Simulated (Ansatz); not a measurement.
# InSe (R3m) in Ansatz: further runs

The runs below take InSe through relaxation of cell and atoms, with LDA, PBE.

Everything below comes from runs of Ansatz 0.2.0. Logs are shortened: lines on timing, memory, paths and dates and some standing lists are left out, and cuts for length are marked.

## 1. The crystal as given

Symmetry: R3m, No. 160, trigonal system. Conventional cell: a = 4.000 Å, b = 4.000 Å, c = 25.320 Å, α = 90.00°, β = 90.00°, γ = 120.00°. In (site symmetry 3m) is surrounded by 3 Se at 2.63 Å and 1 In at 2.82 Å. Around In (site symmetry 3m) lie 3 Se at 2.64 Å and 1 In at 2.82 Å. Se (site symmetry 3m) has 3 In at 2.63 Å as nearest neighbours. Se (site symmetry 3m) has 3 In at 2.64 Å as nearest neighbours.

## 2. Relaxation of cell and atoms, LDA

File input.yaml:

```yaml
crystal:
  lattice:
    - [2.0, 1.1547005384, 8.44]
    - [-2.0, 1.1547005384, 8.44]
    - [0.0, -2.3094010768, 8.44]
  atoms:
    - { symbol: In, position: [0.8886, 0.8886, 0.8886] }
    - { symbol: In, position: [0.0, 0.0, 0.0] }
    - { symbol: Se, position: [0.1719, 0.1719, 0.1719] }
    - { symbol: Se, position: [0.3835, 0.3835, 0.3835] }
hamiltonian:
  xc: lda
  pseudopotentials: { kind: paw }
kpoints:
  mp_grid: { grid: [8, 8, 8] }
scf:
  occupations: { method: fermi_dirac, width: 0.05 }
output:
  forces: true
  stress: true
  eigenvalues: true
  write_density: true
  write_potential: true
  elf: true
  volumetric_format: npy
relax:
  f_tol: 0.01
  max_steps: 40
  cell: { stress_tol: 0.05 }
```

Potentials or basis: Ansatz PAW.

On the command line:

```
> ansatz run input.yaml --threads 2 --pin off --max-ram 5632MiB --backend cpu --events-out ev --progress --plain --runs-dir out
```

Standard output:

```text
Warning: RAYON_NUM_THREADS=2 ignored (pool sized by the plan → 2); use --threads N
basis.fft_grid_basis auto: the FFT boxes are laid along the combinations [[1, -1, 0], [0, 1, 0], [0, -1, 1]] of the cell's own vectors, 4.000, 8.750 and 4.000 Å long. The dense box has 27×60×27 points. Along the cell's own vectors, as sized, it would have 60×60×60, 4.94 times as many. Of the 6 symmetry operations that the crystal satisfies within crystal.symmetry.tolerance (time reversal apart; of a slab, those that keep its plane) the dense box along the cell's own vectors carries 6, and the one as laid loses 4 of those. basis.fft_grid_basis: typed keeps the cell's own vectors: state it where this run's energies or levels are differenced outside the engine with another run's, or held beside a run that keeps those vectors. Those combinations have planes normal to reciprocal vector 3, as the cell's own vectors have. Each planar average written beside output.write_density, output.write_potential has a row for each plane of the box: 27. The volumetric files lie along those combinations, not along the cell's own vectors: a cube or XSF file states them, and fields.json those of NumPy files.
Engine: ansatz 0.2.0, x86_64-unknown-linux-gnu
Pseudopotentials: kind: paw
Pseudopotential: In, paw, valence charge 13, recommended cutoff 420 eV (normal), In.paw.azcp
Pseudopotential: Se, paw, valence charge 16, recommended cutoff 420 eV (normal), Se.paw.azcp
Functional definition: SPW92
  exchange = slater_x
  correlation = pw_c
Crystal: 4 atoms, lattice volume = 116.948 Å³
Basis set: ecut = 420 eV, 2309 PW (Γ), FFT grids on a1−a2, a2, −a2+a3
Bands: 35, of which v1, the nominal top of the filled ones, is band 29 counted from 1 (28 counted from 0)
Symmetry: 6 space group operations
Space group: R3m (ITA 160), of the structure as read, at distance tolerance 4.9e-5 Å
k-points: 65 of 512 (time reversal used)
Non-local potential: In, projectors of the file, l = 0: 2, l = 1: 2, l = 2: 2, l = 3: 2
Non-local potential: Se, projectors of the file, l = 0: 2, l = 1: 2, l = 2: 3, l = 3: 1
PAW form: soft (Blöchl's): semilocal exchange-correlation on the pseudo side does not see the compensation charge
PAW frozen core: In, regenerated for the run's functional, and the local potential with it (the file was generated under x = pbe(κ = 0.804, μ = 0.2195149727645171), c = pbe(β = 0.06672455060314922))
PAW frozen core: Se, regenerated for the run's functional, and the local potential with it (the file was generated under x = pbe(κ = 0.804, μ = 0.2195149727645171), c = pbe(β = 0.06672455060314922))
PAW one-centre angular grid: In, 590 points (default); XC on 64 Gauss nodes
PAW one-centre angular grid: Se, 590 points (default); XC on 64 Gauss nodes
Initial density: superposition of atomic densities (neutral atoms: chi_scale 0, normalization atom), corrected by the library's trained network
Initial wavefunctions: pseudopotential atomic-orbital guess
Functional: x = slater, c = lda
SCF iter   1: F=—  HF=-21682.736578 eV  |F-HF|=—  |Δ(HF+E_count)|=         —  Δρ=6.82e-3  dr2=6.06e-2  ethr=1.77e-3  ⟨swp⟩=6.6  Hψ=9767  notcnv=0
preconditioner: auto → Resta (q_TF=auto, 2.427 Å⁻¹)  ε∞=3.3  [insulator: Δε(μ)=0.198 eV  Ē_g=13.812 eV  σ=0.050 eV  W_gap=0.75  n_scr=30 (ndim 8)  ℏωp=21.2 eV  f_vac=0.086  D(μ)=0.02/eV (n_scr^D=0)  ε∞_Penn≈3.3]
SCF iter   2: F=—  HF=-21682.721941 eV  |F-HF|=—  |Δ(HF+E_count)|=   1.46e-2  Δρ=2.84e-3  dr2=5.27e-3  ethr=1.05e-4  ⟨swp⟩=3.3  Hψ=4371  notcnv=0  defer=70
SCF iter   3: F=—  HF=-21682.720833 eV  |F-HF|=—  |Δ(HF+E_count)|=   1.11e-3  Δρ=9.79e-4  dr2=8.97e-4  ethr=9.08e-6  ⟨swp⟩=2.0  Hψ=2853  notcnv=0  defer=70
SCF iter   4: F=—  HF=-21682.720717 eV  |F-HF|=—  |Δ(HF+E_count)|=   1.15e-4  Δρ=2.54e-4  dr2=6.87e-5  ethr=1.55e-6  ⟨swp⟩=2.0  Hψ=2487  notcnv=0  defer=70
SCF iter   5: F=—  HF=-21682.720723 eV  |F-HF|=—  |Δ(HF+E_count)|=   5.82e-6  Δρ=5.03e-5  dr2=3.22e-6  ethr=1.18e-7  ⟨swp⟩=2.1  Hψ=2568  notcnv=0  defer=70
SCF iter   6: F=—  HF=-21682.720725 eV  |F-HF|=—  |Δ(HF+E_count)|=   1.31e-6  Δρ=9.85e-6  dr2=1.59e-7  ethr=5.55e-9  ⟨swp⟩=2.0  Hψ=2689  notcnv=0  defer=70
SCF iter   7: F=-21682.720725 eV  HF=-21682.720725 eV  |F-HF|=1.31e-9  |Δ(HF+E_count)|=   4.95e-8  Δρ=3.04e-6  dr2=1.33e-8  ethr=1.72e-10  ⟨swp⟩=12.7  Hψ=14909  notcnv=0
SCF 1 converged in 7 iterations: F = -21682.720725 eV  dr2 = 1.33e-8
relax step   1: F+E_penalty+E_count = -21682.72072458 eV  Δ(F+E_penalty+E_count) = +0.000e0 eV  max|allowed force component| = 2.372e-1 eV/Å  Δτ_max = 0.0000 Å  P = -1.487 GPa  Ω = 116.948 Å³  (7 SCF iters, dr2 threshold 1.00e-7 eV, accepted)
Crystal: 4 atoms, lattice volume = 110.119 Å³
Basis set: ecut = 420 eV, 2187 PW (Γ), FFT grids on a1−a2, a2, −a2+a3
Initial density: handed on by an earlier stage of this run
Initial wavefunctions: those handed on with the density
iter 1 solved again at ethr=2.86e-4 eV; its pass at ethr=3.10e-3 eV (dr2=1.66e-1 eV) is discarded
SCF iter   1: F=—  HF=-21682.685762 eV  |F-HF|=—  |Δ(HF+E_count)|=         —  Δρ=7.73e-3  dr2=1.71e-1  ethr=2.86e-4  ⟨swp⟩=1.4  Hψ=11377  notcnv=0
preconditioner: auto → Resta (q_TF=auto, 2.452 Å⁻¹)  ε∞=3.4  [insulator: Δε(μ)=0.557 eV  Ē_g=14.152 eV  σ=0.050 eV  W_gap=0.99  n_scr=30 (ndim 8)  ℏωp=21.8 eV  f_vac=0.053  D(μ)=0.00/eV (n_scr^D=0)  ε∞_Penn≈3.4]
SCF iter   2: F=—  HF=-21682.649888 eV  |F-HF|=—  |Δ(HF+E_count)|=   3.59e-2  Δρ=2.32e-3  dr2=4.42e-3  ethr=2.86e-4  ⟨swp⟩=3.0  Hψ=4178  notcnv=0
SCF iter   3: F=—  HF=-21682.648596 eV  |F-HF|=—  |Δ(HF+E_count)|=   1.29e-3  Δρ=1.02e-3  dr2=8.31e-4  ethr=7.63e-6  ⟨swp⟩=2.0  Hψ=4363  notcnv=0
SCF iter   4: F=—  HF=-21682.648518 eV  |F-HF|=—  |Δ(HF+E_count)|=   7.85e-5  Δρ=3.19e-4  dr2=1.09e-4  ethr=1.43e-6  ⟨swp⟩=2.1  Hψ=3627  notcnv=0
SCF iter   5: F=—  HF=-21682.648520 eV  |F-HF|=—  |Δ(HF+E_count)|=   2.04e-6  Δρ=7.84e-5  dr2=9.35e-6  ethr=1.88e-7  ⟨swp⟩=2.0  Hψ=4124  notcnv=0
[... 47 lines left out ...]
preconditioner: auto → Resta (q_TF=auto, 2.448 Å⁻¹)  ε∞=3.4  [insulator: Δε(μ)=0.193 eV  Ē_g=13.982 eV  σ=0.050 eV  W_gap=0.74  n_scr=30 (ndim 8)  ℏωp=21.7 eV  f_vac=0.057  D(μ)=0.02/eV (n_scr^D=0)  ε∞_Penn≈3.4]
SCF iter   2: F=—  HF=-21682.752963 eV  |F-HF|=—  |Δ(HF+E_count)|=   5.01e-5  Δρ=1.91e-4  dr2=2.19e-5  ethr=2.51e-7  ⟨swp⟩=2.7  Hψ=3800  notcnv=0
SCF iter   3: F=—  HF=-21682.752956 eV  |F-HF|=—  |Δ(HF+E_count)|=   6.66e-6  Δρ=3.22e-5  dr2=8.46e-7  ethr=3.78e-8  ⟨swp⟩=2.0  Hψ=3910  notcnv=0
SCF iter   4: F=—  HF=-21682.752957 eV  |F-HF|=—  |Δ(HF+E_count)|=   4.06e-7  Δρ=1.31e-5  dr2=2.07e-7  ethr=1.46e-9  ⟨swp⟩=2.0  Hψ=4160  notcnv=0
SCF iter   5: F=-21682.752957 eV  HF=-21682.752957 eV  |F-HF|=7.94e-9  |Δ(HF+E_count)|=   2.35e-8  Δρ=2.68e-6  dr2=1.33e-8  ethr=3.88e-11  ⟨swp⟩=6.4  Hψ=15043  notcnv=0
SCF 6 converged in 5 iterations: F = -21682.752957 eV  dr2 = 1.33e-8
relax step   6: F+E_penalty+E_count = -21682.75295667 eV  Δ(F+E_penalty+E_count) = -1.263e-4 eV  max|allowed force component| = 1.064e-3 eV/Å  Δτ_max = 0.0060 Å  P = -0.000 GPa  Ω = 111.204 Å³  energy of the carried Pulay correction = +9.736e-4 eV  (5 SCF iters, dr2 threshold 2.25e-8 eV, accepted)
Initial wavefunctions: pseudopotential atomic-orbital guess (no wavefunctions were taken with the density)
iter 1 solved again at ethr=4.09e-8 eV; its pass at ethr=3.10e-3 eV (dr2=2.37e-5 eV) is discarded
SCF iter   1: F=—  HF=-21682.752005 eV  |F-HF|=—  |Δ(HF+E_count)|=         —  Δρ=5.78e-5  dr2=6.69e-7  ethr=4.09e-8  ⟨swp⟩=3.5  Hψ=15247  notcnv=0
preconditioner: auto → Resta (q_TF=auto, 2.448 Å⁻¹)  ε∞=3.4  [insulator: Δε(μ)=0.197 eV  Ē_g=13.980 eV  σ=0.050 eV  W_gap=0.75  n_scr=30 (ndim 8)  ℏωp=21.7 eV  f_vac=0.057  D(μ)=0.02/eV (n_scr^D=0)  ε∞_Penn≈3.4]
SCF iter   2: F=—  HF=-21682.752002 eV  |F-HF|=—  |Δ(HF+E_count)|=   2.74e-6  Δρ=2.92e-5  dr2=1.84e-7  ethr=1.15e-9  ⟨swp⟩=2.0  Hψ=4103  notcnv=0
SCF iter   3: F=—  HF=-21682.752002 eV  |F-HF|=—  |Δ(HF+E_count)|=   3.71e-8  Δρ=8.00e-6  dr2=1.90e-8  ethr=3.16e-10  ⟨swp⟩=2.1  Hψ=3515  notcnv=0
SCF iter   4: F=—  HF=-21682.752002 eV  |F-HF|=—  |Δ(HF+E_count)|=  6.37e-10  Δρ=8.63e-7  dr2=2.55e-9  ethr=3.28e-11  ⟨swp⟩=2.0  Hψ=4161  notcnv=0
SCF iter   5: F=—  HF=-21682.752002 eV  |F-HF|=—  |Δ(HF+E_count)|=  6.69e-10  Δρ=3.28e-7  dr2=1.07e-10  ethr=4.40e-12  ⟨swp⟩=3.0  Hψ=4161  notcnv=0
SCF iter   6: F=-21682.752002 eV  HF=-21682.752002 eV  |F-HF|=0.00e0  |Δ(HF+E_count)|=  1.46e-11  Δρ=7.19e-8  dr2=1.39e-11  ethr=1.00e-12  ⟨swp⟩=5.7  Hψ=9473  notcnv=0
SCF 7 converged in 6 iterations: F = -21682.752002 eV  dr2 = 1.39e-11
relax step   7: F+E_penalty+E_count = -21682.75200245 eV  Δ(F+E_penalty+E_count) = +9.542e-4 eV  max|allowed force component| = 1.181e-3 eV/Å  Δτ_max = 0.0000 Å  P = -0.001 GPa  Ω = 111.204 Å³  stress off target by 1.42e-2 GPa  SCF on the basis re-selected at this cell (its energy is not comparable with the rows above)  (6 SCF iters)
basis re-selected at this cell: Δ(F+E_penalty+E_count) = +9.542e-4 eV, ΔP = -0.001 GPa vs the last step (what re-selecting the basis moved, of the pressure what is left beyond the Pulay correction that the steps carried, after the strain that the cell walked since its last selection, with what the two solves' SCF thresholds leave and, on support functions, any second-order correction that the steps lacked; it is no measure of the basis error at this ecutwfc). This SCF's stress stands 1.42e-2 GPa from its target on what of the cell is left free (relax.cell.stress_tol is 5.00e-2 GPa) and its largest allowed force component is 1.18e-3 eV/Å (relax.f_tol is 1.00e-2 eV/Å): within both
SCF converged after 6 iterations
Free energy (F): -21682.752002 eV
Harris-Foulkes:  -21682.752002 eV  (|F-HF|=0.00e0)
Internal energy: -21682.751790 eV  (E = F + TS)
E sigma→0 (E₀):  -21682.751896 eV
Entropy (-TS):   -0.000213 eV (-0.053 meV/atom)
Fermi energy:    7.821207 eV
--- Per-component energies (eV) ---
  E_band       = -900.353182
  E_kinetic    = 726.822155
  E_local      = -7734.275197  (includes V_loc(G=0)·N_el)
  E_nonlocal   = -437.835245
  E_hartree    = 3562.288133
  E_xc         = -634.426262
  E_vxc        = -399.411627  (∫ρ·V_xc dr)
  E_paw        = -11685.109695  (= ΣΔE_a)
  E_vpaw       = -180.228473  (= ΣTr[D̂ρ^β])
  E_aug_tail   = -0.001149  (compensation charges beyond the density's cutoff)
  E_ewald      = -5485.218327
  E_core_change = 5.003797  (= ΣΔE_core)
  E_smearing   = -0.000213  (= −TS)
  E_closure    = -0.000000  (closes the sum)
  Σ components = -21682.752002   (vs F -21682.752002, Δ=0.00e0)
--- Forces (eV/Å), atoms counted from 1 ---
  atom   1  In    -0.00000000    -0.00000000     0.00071157
  atom   2  In     0.00000000    -0.00000000    -0.00106928
  atom   3  Se     0.00000000     0.00000000    -0.00082333
  atom   4  Se     0.00000000     0.00000000     0.00118148
  max |Σ_I F_I| component: 4.25e-7 eV/Å
--- Stress (GPa, compression-positive) ---
        0.005639      -0.000000       0.000000
       -0.000000       0.005639      -0.000000
        0.000000       0.000000      -0.014243
  P = ⅓ Tr σ = -0.0010 GPa (-0.010 kbar)
--- Band table (eV; the first three rows and the last of 65) ---
  k-point 0: bands = ["-40.0961", "-40.0961", "-40.0949", "-40.0949", "-40.0691", "-40.0691", "-40.0681", "-40.0681", "-40.0592", "-40.0576", "-7.2245", "-7.0012", "-7.0012", "-6.8990", "-6.8990", "-6.8907", "-6.8907", "-6.7037", "-6.6917", "-6.6917", "-6.1944", "-5.6184", "0.9994", "4.1991", "5.9112", "6.2488", "6.2488", "6.4185", "6.4185", "9.4150", "9.6320", "11.9044", "11.9044", "12.7333", "13.0385"]
  k-point 1: bands = ["-40.0961", "-40.0960", "-40.0949", "-40.0949", "-40.0691", "-40.0691", "-40.0681", "-40.0681", "-40.0592", "-40.0576", "-7.2273", "-7.0777", "-6.9992", "-6.9807", "-6.8963", "-6.8868", "-6.8812", "-6.7346", "-6.6932", "-6.6267", "-5.9924", "-5.4663", "1.1256", "3.8396", "5.1840", "5.9425", "6.0359", "6.2523", "6.4593", "9.7017", "10.3130", "11.2103", "12.0588", "12.3579", "13.0829"]
  k-point 2: bands = ["-40.0961", "-40.0959", "-40.0949", "-40.0948", "-40.0691", "-40.0691", "-40.0682", "-40.0681", "-40.0591", "-40.0575", "-7.2744", "-7.1531", "-7.1165", "-6.9978", "-6.9087", "-6.8575", "-6.8544", "-6.7508", "-6.6964", "-6.5665", "-5.5364", "-5.0990", "1.3651", "2.9803", "3.9310", "5.6199", "5.6507", "5.8619", "6.5585", "9.4960", "9.7754", "11.5612", "11.8498", "12.2977", "13.9726"]
  k-point 64: bands = ["-40.0961", "-40.0961", "-40.0949", "-40.0949", "-40.0691", "-40.0691", "-40.0681", "-40.0681", "-40.0592", "-40.0576", "-7.2241", "-7.0016", "-7.0016", "-6.8988", "-6.8988", "-6.8907", "-6.8907", "-6.7313", "-6.6915", "-6.6915", "-5.9983", "-5.8151", "1.4548", "3.0757", "6.1707", "6.1707", "6.5077", "6.5077", "7.7102", "7.9068", "9.6935", "11.7857", "11.7857", "13.2167", "13.2167"]
--- Relaxed structure (6 steps of the walk, 5 accepted, 1 SCFs on fresh bases) ---
  F+E_penalty+E_count = -21682.75200245 eV   max|allowed force component| = 1.181e-3 eV/Å   (the final SCF, on the basis selected at the relaxed cell)
  cell:  # Å, volume = 111.2037 Å³
    - [1.9868210654689256, 1.1470916769801043, 8.132260531113758]
    - [-1.9868210654689256, 1.1470916769801043, 8.132260531113758]
    - [8.337200931690162e-35, -2.294183353960207, 8.132260531113758]
  atoms:
    - { symbol: In, position: [0.8881120423699991, 0.8881120423699991, 0.8881120423699991] }
    - { symbol: In, position: [0.0005204064166774308, 0.0005204064166774308, 0.0005204064166774314] }
    - { symbol: Se, position: [0.1695593794953066, 0.1695593794953066, 0.1695593794953066] }
    - { symbol: Se, position: [0.38580817171801696, 0.38580817171801696, 0.38580817171801696] }
```

It took 1.9 min on 2 threads of Intel Xeon Platinum 8259CL at 2.50GHz (Skylake/Cascade Lake), shared host; peak memory 0.57 GiB.

Results:

| Quantity | Value |
| --- | --- |
| Free energy | -21682.7520 eV |
| Relaxed volume | 27.80 Å³/atom |
| Relaxed cell | a = 8.450 Å, b = 8.450 Å, c = 8.450 Å, α = 27.20°, β = 27.20°, γ = 27.20° |
| Space group after relaxing (to 0.05 Å) | R3m (No. 160) |
| Energy gained by relaxing | 7.8 meV/atom |
| Ionic steps | 6 |
| Pressure after relaxing | 0.0 GPa |
| Band gap on the k mesh | 0.20 eV, direct |

Step by step:
```csv
step,energy change (eV),largest force (eV/Å),volume (Å³)
1,0.0000,0.2372,116.95
2,-0.0253,0.1044,113.63
3,-0.0315,0.0496,110.59
4,-0.0321,0.0180,111.24
5,-0.0322,0.0011,111.20
6,-0.0313,0.0012,111.20
```

Final structure:
```
In Se
1.0
     1.98682    1.14709    8.13226
    -1.98682    1.14709    8.13226
     0.00000   -2.29418    8.13226
In Se
2 2
Direct
  0.88811 0.88811 0.88811
  0.00052 0.00052 0.00052
  0.16956 0.16956 0.16956
  0.38581 0.38581 0.38581
```

Caveat: the plane-wave basis is chosen anew once the cell has moved, so the energies of steps on either side of that aren't comparable; spin-orbit coupling is left out, which moves the levels of the heavy elements; the PAW data sets come from PBE, with cores solved anew for the run's functional, which leaves a small shift of forces and pressure. A k mesh can miss the band edges.

## 3. Relaxation of cell and atoms, PBE

Changes to input.yaml since step 2:

```diff
@@ -11,3 +11,3 @@
 hamiltonian:
-  xc: lda
+  xc: pbe
   pseudopotentials: { kind: paw }
```

Potentials or basis: Ansatz PAW.

On the command line:

```
> ansatz run input.yaml --threads 2 --pin off --max-ram 5632MiB --backend cpu --events-out ev --progress --plain --runs-dir out
```

It took 2.3 min on 2 threads of Intel Xeon Platinum 8259CL at 2.50GHz (Skylake/Cascade Lake), shared host; peak memory 0.61 GiB.

Results (log left out):

```yaml
Free_energy: -22135.9505 eV
Relaxed_volume: 33.45 Å³/atom
Relaxed_cell: a = 9.545 Å, b = 9.545 Å, c = 9.545 Å, α = 24.72°, β = 24.72°, γ = 24.72°
Space_group_after_relaxing_to_0.05_Å: R3m (No. 160)
Energy_gained_by_relaxing: 20.9 meV/atom
Ionic_steps: 8
Pressure_after_relaxing: 0.0 GPa
Largest_force_after_relaxing: 0.005 eV/Å
Band_gap_on_the_k_mesh: 0.74 eV, direct
```

Forces on the atoms (eV/Å):
```
In   0.000  0.000 -0.005
In   0.000  0.000  0.005
Se   0.000  0.000  0.002
Se   0.000  0.000 -0.002
```

Step by step:
| step | energy change (eV) | largest force (eV/Å) | volume (Å³) |
| --- | --- | --- | --- |
| 1 | 0.0000 | 0.3649 | 116.95 |
| 2 | -0.0442 | 0.5386 | 131.37 |
| 3 | -0.0758 | 0.0366 | 128.95 |
| 4 | -0.0783 | 0.0219 | 129.27 |
| 5 | -0.0804 | 0.0207 | 130.64 |
| 6 | -0.0811 | 0.0159 | 132.51 |
| 7 | -0.0813 | 0.0043 | 133.80 |
| 8 | -0.0838 | 0.0049 | 133.80 |

Final structure:
```
In Se
1.0
     2.04350    1.17982    9.24923
    -2.04350    1.17982    9.24923
     0.00000   -2.35963    9.24923
In Se
2 2
Cartesian
  0.0000 0.0000 24.7907
  0.0000 0.0000 -0.1322
  0.0000 0.0000 5.0189
  0.0000 0.0000 10.3902
```

Levels at points of the mesh, in eV from the valence-band top:
```csv
k point,band 25,band 26,band 27,band 28,band 29,band 30,band 31,band 32,band 33,band 34
"(0.00, 0.00, 0.00)",-0.94,-0.94,-0.90,-0.90,-0.80,1.44,2.24,4.52,4.52,5.74
"(0.00, 0.00, -0.50)",-2.86,-1.91,-1.84,-1.81,-1.31,1.71,2.01,3.92,4.15,4.86
"(0.00, -0.50, -0.50)",-2.76,-1.99,-1.97,-1.74,-1.21,1.66,2.07,3.71,4.06,4.72
"(-0.50, -0.50, -0.50)",-0.97,-0.97,-0.86,-0.86,0.00,0.74,2.30,4.50,4.50,5.78
```

Caveat: the plane-wave basis is chosen anew once the cell has moved, so the energies of steps on either side of that aren't comparable; spin-orbit coupling is left out, which moves the levels of the heavy elements.
